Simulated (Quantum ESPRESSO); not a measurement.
The system is PtSe2 (Sudovikovite).

```
Pt Se
1.0
     3.72400    0.00000    0.00000
    -1.86200    3.22508    0.00000
     0.00000    0.00000    5.06200
Pt Se
1 2
Direct
  0.00000 0.00000 0.00000
  0.66667 0.33333 0.75000
  0.33333 0.66667 0.25000
```

Base run:

| Quantity | Value |
| --- | --- |
| Program | Quantum ESPRESSO 7.5 |
| Functional | PBE |
| Potentials or basis | SSSP 1.3 efficiency PBE |
| Cutoff | 748 eV |
| Density cutoff | 5987 eV |
| k mesh | 8 × 8 × 5 |
| Occupations | fermi-dirac, width 0.05 eV |
| Spin | no spin polarisation |
| Hubbard terms | Pt d U = 6 eV |

Its results: band gap on the k mesh none (metal or under the smearing width); pressure 5.4 GPa; largest force 0.451 eV/Å.

**Question.** The run is repeated on the same cell with these changes: hubbard terms from Pt d U = 6 eV to Pt d U = 2 eV. What comes out?

**Answer.** Band gap on the k mesh none (metal or under the smearing width); pressure 6.4 GPa; largest force 0.530 eV/Å.

Caveats: U without spin polarisation on a metal has little footing.
